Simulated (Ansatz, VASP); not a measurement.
**SnTe in VASP and in Ansatz**

```
Te Sn
1.0
     0.00000    3.15085    3.15085
     3.15085    0.00000    3.15085
     3.15085    3.15085    0.00000
Te Sn
1 1
Direct
  0.50000 0.50000 0.50000
  0.00000 0.00000 0.00000
```

Alike in both runs: task single point; functional PBE; k mesh 4 × 4 × 4; occupations fermi-dirac, width 0.05 eV; no spin polarisation.

|  | VASP | Ansatz |
| --- | --- | --- |
| version | VASP 6.6.1 | Ansatz 0.2.0 |
| potentials or method | VASP PAW PBE potentials, release 64 (Te, Sn_d), cutoff 520 eV | all-electron PAW datasets made for the crystal |

```csv
,VASP,Ansatz,Ansatz less VASP
gap on the k mesh at the Fermi level (eV),0.10,0.10,0.000
least direct gap on the mesh (eV),0.10,0.10,0.000
pressure (GPa),1.8,1.8,+0.02
```

Ansatz ran all-electron here, so the differences hold the error of VASP's frozen core and of both bases.

Caveats: the k mesh is coarse (spacing up to 0.43 Å⁻¹), so the values aren't converged; spin-orbit coupling is left out, which moves the levels of the heavy elements (VASP).
